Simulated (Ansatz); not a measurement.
LiF, NaF, KF: one prototype (CsCl type), with Li, Na, K on the same site. Each was relaxed with r2SCAN in the PAW code Ansatz, and the gaps are read on those cells (d direct, i indirect). The cells were built from prototypes, so some may not be known phases; spin polarisation is off.

```json
{"compound": "LiF", "a (Å)": "2.516", "gap, PBE (eV)": "7.93 i (M → Γ)", "gap, r2SCAN (eV)": "8.91 i (M → Γ)", "gap, HSE06 (eV)": "10.17 i (M → Γ)", "mean ε∞, r2SCAN": "2.1", "G0W0@PBE gap (eV)": "11.95 (118 empty bands, 220 eV, 6×6×6)"}
{"compound": "NaF", "a (Å)": "2.793", "gap, PBE (eV)": "6.13 i (M → Γ)", "gap, r2SCAN (eV)": "7.06 i (M → Γ)", "gap, HSE06 (eV)": "8.33 i (M → Γ)", "mean ε∞, r2SCAN": "1.9", "G0W0@PBE gap (eV)": "10.34 (161 empty bands, 220 eV, 6×6×6)"}
```
G0W0 gaps are PBE's gap plus the shift on the mesh. G0W0 here is at a finite number of bands, screening cutoff and k mesh, not at the basis limit.

(1) Fill in the row for KF.

Answers

(1)
```tsv
compound	a (Å)	gap, PBE (eV)	gap, r2SCAN (eV)	gap, HSE06 (eV)	mean ε∞, r2SCAN	G0W0@PBE gap (eV)
KF	3.179	6.82 i (M → Γ)	7.72 i (M → Γ)	8.92 i (M → Γ)	2.1	10.38 (238 empty bands, 220 eV, 4×4×4)
```
K has 8 F at 2.75 Å; F has 8 K at 2.75 Å.

The meshes of the hybrids are coarse, so their gaps aren't converged to the digits shown.
